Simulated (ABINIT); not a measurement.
MoS2:

```xyz
3
Lattice="1.5800 0.9122 6.1500 -1.5800 0.9122 6.1500 0.0000 -1.8244 6.1500" Properties=species:S:1:pos:R:3 pbc="T T T"
Mo    0.0000    0.0000    0.0000
S     0.0000    0.0000    7.6936
S     0.0000    0.0000    4.6125
```

Measurements of this composition are mostly on another form, of space group No. 194.

Base run:

| Property | Result |
| --- | --- |
| Program | ABINIT 10.8.3 (patched build) |
| Functional | PBE |
| Potentials or basis | JTH PAW PBE v2.0 |
| Cutoff | 544 eV |
| k mesh | 10 × 10 × 10 |
| Occupations | fermi-dirac, width 0.05 eV |
| Spin | no spin polarisation |

Its results: band gap on the k mesh 0.96 eV, indirect (least direct gap 1.96 eV); pressure 5.4 GPa; largest force 0.526 eV/Å.

Problem. The run is repeated on the same cell with these changes: functional from PBE to PBEsol; potentials or basis from JTH PAW PBE v2.0 to PseudoDojo NC SR PBEsol v0.4.1 standard; cutoff from 544 eV to 1088 eV. What comes out?

Solution. Band gap on the k mesh 0.91 eV, indirect (least direct gap 1.96 eV); pressure 0.4 GPa; largest force 0.268 eV/Å.

A k mesh can miss the band edges.

Not every run made on this cell is shown here.
